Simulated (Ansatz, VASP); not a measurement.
Two plane-wave programs on KBr

```
K Br
1.0
     0.00000    3.29250    3.02910
     3.29250    0.00000    3.02910
     3.29250    3.29250    0.00000
K Br
1 1
Direct
  0.00000 0.00000 0.00000
  0.50000 0.50000 0.50000
```

Change from the starting cell: strain +0.000 along x and y, -0.080 along z, atoms carried along.

Alike in both runs: task single point; functional PBEsol; k mesh 6 × 6 × 6; occupations gaussian, width 0.05 eV; no spin polarisation.

|  | VASP | Ansatz |
| --- | --- | --- |
| version | VASP 6.6.1 | Ansatz 0.2.0 |
| potentials or method | VASP PAW PBE potentials, release 64 (K_sv, Br) | scalar-relativistic, plane waves, PAW |
| plane-wave cutoff (eV) | 520 | 420 |
| valence electrons in the cell | 16 | 16 |

Ansatz gave:

```
gap on the k mesh at the Fermi level (eV)       : 4.42
least direct gap on the mesh (eV)               : 4.42
pressure (GPa)                                  : 1.7
largest component of the traceless stress (GPa) : 3.02
```

Problem. Estimate VASP's values.

Solution. gap on the k mesh at the Fermi level (eV): 4.41; least direct gap on the mesh (eV): 4.41; pressure (GPa): 1.8; largest component of the traceless stress (GPa): 3.08.

Caveats: the PAW data sets were made with another functional, which shifts forces and pressure a little (VASP).
